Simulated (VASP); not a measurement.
The system is V.

```
V
1.0
    -1.51435    1.51435    1.51435
     1.51435   -1.51435    1.51435
     1.51435    1.51435   -1.51435
V
1
Direct
  0.00000 0.00000 0.00000
```

| Quantity | Value |
| --- | --- |
| Program | VASP 6.6.1 |
| Task | relaxation of cell and atoms |
| Functional | revPBE |
| Dispersion | D4 |
| Potentials or basis | VASP PAW PBE potentials, release 64 (V_sv) |
| Cutoff | 600 eV |
| k mesh | 12 × 12 × 12 |
| Occupations | fermi-dirac, width 0.05 eV |
| Spin | collinear spin, ferromagnetic start |
| Starting moments | [2.0] μB |

At the start: pressure -8.0 GPa; volume 13.89 Å³/atom.

Q: Where does the relaxation end?

A: Over 5 steps the energy falls by 16.7 meV/atom and the volume is 13.25 Å³/atom (-4.6 %); space group Im-3m (No. 229, to 0.05 Å); moment 0.00 μB per cell.

Step by step:
| step | energy change (eV) | largest force (eV/Å) | pressure (GPa) | volume (Å³) |
| --- | --- | --- | --- | --- |
| 1 | 0.0000 | 0.0000 | -7.98 | 13.89 |
| 2 | 0.0062 | 0.0000 | 10.96 | 12.55 |
| 3 | -0.0167 | 0.0000 | -0.09 | 13.25 |
| 4 | -0.0167 | 0.0000 | 0.10 | 13.24 |
| 5 | -0.0167 | 0.0000 | -0.05 | 13.25 |

Final structure:
```yaml
crystal:
  lattice:
    - [-1.49083, 1.49083, 1.49083]
    - [1.49083, -1.49083, 1.49083]
    - [1.49083, 1.49083, -1.49083]
  atoms:
    - { symbol: V, position: [0.00000, 0.00000, 0.00000] }
```

Caveat: the PAW data sets were made with another functional, which shifts forces and pressure a little; pairwise dispersion overbinds metals, which lowers pressure and volume.
